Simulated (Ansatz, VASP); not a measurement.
## GaN in VASP and in Ansatz

```
CELL_PARAMETERS angstrom
3.13606 0.00000 0.00000
-1.56803 2.71590 0.00000
0.00000 0.00000 5.15040
ATOMIC_POSITIONS crystal
Ga 0.33333 0.66667 0.99994
Ga 0.66667 0.33333 0.49994
N 0.33333 0.66667 0.37506
N 0.66667 0.33333 0.87506
```

Change from the starting cell: in-plane strain -0.005, out-of-plane length and atoms relaxed by PAW.

Alike in both runs: functional LDA; k mesh 8 × 8 × 4; no spin polarisation.

Ansatz relaxed the structure, and its values are those at the end. VASP's run is a single point on that final structure, the one shown.

|  | VASP | Ansatz |
| --- | --- | --- |
| version | VASP 6.6.1 | Ansatz 0.2.0 |
| potentials or method | VASP PAW LDA potentials, release 64 (Ga_d, N) | PAW with Ansatz's default frozen-core files, scalar-relativistic |
| plane-wave cutoff (eV) | 520 | 420 |
| occupations | gaussian, width 0.01 eV | fixed |
| valence electrons in the cell | 36 | 36 |

|  | VASP | Ansatz | Ansatz less VASP |
| --- | --- | --- | --- |
| pressure (GPa) | 2.7 | 1.6 | -1.15 |
